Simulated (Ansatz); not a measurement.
This script for the Ansatz DFT code, driven from Python starts 3 runs on GaP, space group R-3m. What input does the engine get in each?

The script, `xc_gap.py`:
```python
"""One structure of GaP under several functionals."""

import ansatz as az
from ase import Atoms

atoms = Atoms(
    ["Ga", "Ga", "P", "P"],
    scaled_positions=[
        (0.435372, 0.435372, 0.435372),
        (0.564628, 0.564628, 0.564628),
        (0.057389, 0.057389, 0.057389),
        (0.942611, 0.942611, 0.942611),
    ],
    cell=[
        (1.943015, 1.1218, 6.43081),
        (-1.943015, 1.1218, 6.43081),
        (0.0, -2.243601, 6.43081),
    ],
    pbc=True,
)
cell = az.Crystal.from_ase(atoms)

calc = (
    cell.calculation()
    .occupations("Fixed")
    .kpoints(6)
    .band_table()
)

rows = []
for value in ["blyp", "pbesol", "lda"]:
    rep = calc.functional(value).run(threads=1, backend="cpu").report
    rows.append((value, rep["free_energy_ev"] / len(rep["lattice"]["sites"]), rep["n_iterations"], rep["gap_by_band_count_ev"], rep["n_kpoints"]))

print("  functional   F/atom (eV)    iterations  gap by band count (eV)      k-points")
for row in rows:
    print(f"{str(row[0]):>12s}  {row[1]:12.5f}  {row[2]:12d}  {row[3]:22.3f}  {row[4]:12d}")
```

Run 1:
```yaml
crystal:
  lattice:
    - [1.943015, 1.1218, 6.43081]
    - [-1.943015, 1.1218, 6.43081]
    - [0.0, -2.243601, 6.43081]
  atoms:
    - { symbol: Ga, position: [0.435372, 0.435372, 0.435372] }
    - { symbol: Ga, position: [0.564628, 0.564628, 0.564628] }
    - { symbol: P, position: [0.05738900000000001, 0.057389, 0.05738900000000001] }
    - { symbol: P, position: [0.942611, 0.942611, 0.9426110000000001] }
kpoints:
  mp_grid:
    grid: [6, 6, 6]
hamiltonian:
  xc: blyp
scf:
  occupations:
    method: fixed
output:
  eigenvalues: true
```

Run 2, against run 1:
```diff
-  xc: blyp
+  xc: pbesol
```

Run 3, against run 1:
```diff
-  xc: blyp
+  xc: lda
```

```console
$ python xc_gap.py
DeckWarning: basis.ecutwfc = 420 eV, auto-derived from the records' recommended cutoffs: set by Ga (normal level)
  functional   F/atom (eV)    iterations  gap by band count (eV)      k-points
        blyp   -2276.60391             7                   0.933            32
      pbesol   -2241.88821             7                   0.729            32
         lda   -2216.73167             7                   0.707            32
```
(Warnings from the package without file and line.)

Reading the output:
- Semilocal gaps usually lie well under measured ones.
- The structure comes from a database of computed cells and needn't be a stable or known phase.
- Levels are Kohn-Sham eigenvalues on this mesh, without spin-orbit coupling.
- Total energies of different functionals can't be compared; pressures, moments and gaps at this one structure can.
- Finished in 11 s on 1 thread of Arm Neoverse V1, on a shared host, peak memory 0.41 GiB.
